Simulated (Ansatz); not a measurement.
KI, pressure series

Start from KI in the rock salt structure (space group Fm-3m, No. 225; a = 7.182 Å).

Cell and atoms are relaxed at each pressure.

The values are results of PBE (Ansatz, an electronic-structure program), without spin-orbit coupling, not measurements.

Notes on the quantities. hole mass: degenerate bands, along [100]; enthalpy: H = E + PV relative to the base's energy.

```csv
case,band gap,width of the top valence band,shortest interatomic distance,hole mass,enthalpy
base,3.86 eV,0.54 eV,3.591 Å,"0.51, 2.8, 2.8 mₑ (at Γ)",–
pressure −1 GPa,3.60 eV,0.42 eV,3.748 Å,–,-0.31 eV/atom
pressure 0.3 GPa,3.92 eV,0.57 eV,3.558 Å,"0.49, 2.7, 2.7 mₑ (at Γ)",+0.09 eV/atom
pressure 0.7 GPa,(withheld),(withheld),(withheld),(withheld),+0.20 eV/atom
pressure 1.5 GPa,4.11 eV,0.67 eV,3.463 Å,"0.43, 2.4, 2.4 mₑ (at Γ)",+0.41 eV/atom
pressure 3 GPa,4.31 eV,0.78 eV,3.379 Å,"0.39, 2.2, 2.2 mₑ (at Γ)",+0.78 eV/atom
pressure 5 GPa,4.50 eV,0.89 eV,3.298 Å,"0.35, 2.0, 2.0 mₑ (at Γ)",+1.25 eV/atom
pressure 7.5 GPa,4.29 eV,1.02 eV,3.223 Å,"0.31, 1.8, 1.8 mₑ (at Γ)",+1.79 eV/atom
pressure 10 GPa,4.11 eV,1.13 eV,3.165 Å,"0.29, 1.7, 1.7 mₑ (at Γ)",+2.29 eV/atom
```

Question: What belongs in the blanks?

Answer: 
- pressure 0.7 GPa, band gap: 3.99 eV
- pressure 0.7 GPa, width of the top valence band: 0.61 eV
- pressure 0.7 GPa, shortest interatomic distance: 3.522 Å
- pressure 0.7 GPa, hole mass: 0.47, 2.6, 2.6 mₑ (at Γ)

With I present, leaving out spin-orbit coupling can change the band edges. Load acts through the strain it causes; cell and atoms are relaxed under it. Masses are band curvatures over ±0.01 Å⁻¹ around the edge. Stability against distortions was not tested. Competing high-pressure phases were not computed.
